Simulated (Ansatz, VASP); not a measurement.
**One calculation of Al2Cu, two programs**

```xyz
3
Lattice="4.0842 0.0000 0.0000 0.0000 4.0842 0.0000 0.0000 0.0000 2.8464" Properties=species:S:1:pos:R:3 pbc="T T T"
Al    2.0421    0.0000    1.4232
Al    0.0000    2.0421    1.4232
Cu    0.0000    0.0000    0.0000
```

The cell comes from a database or a generator and needn't be the stable form of this composition.

Alike in both runs: task single point; functional PBEsol; k mesh 8 × 8 × 12; occupations gaussian, width 0.15 eV; no spin polarisation.

```csv
,VASP,Ansatz
version,VASP 6.6.1,Ansatz 0.2.0
potentials or method,"VASP PAW PBE potentials, release 64 (Al, Cu)","scalar-relativistic, plane waves, PAW"
plane-wave cutoff (eV),520,420
valence electrons in the cell,17,25
```

|  | VASP | Ansatz | Ansatz less VASP |
| --- | --- | --- | --- |
| gap on the k mesh at the Fermi level (eV) | none | none | - |
| pressure (GPa) | 0.3 | 0.1 | -0.21 |
| largest component of the traceless stress (GPa) | 0.42 | 0.40 | -0.026 |

A gap of «none» marks a metal or a gap that the smearing closes. The functional is the same, so the differences come from potentials, cutoffs and numerics. The two sets of potentials don't hold the same shells in valence.

Caveats: the PAW data sets were made with another functional, which shifts forces and pressure a little (VASP).
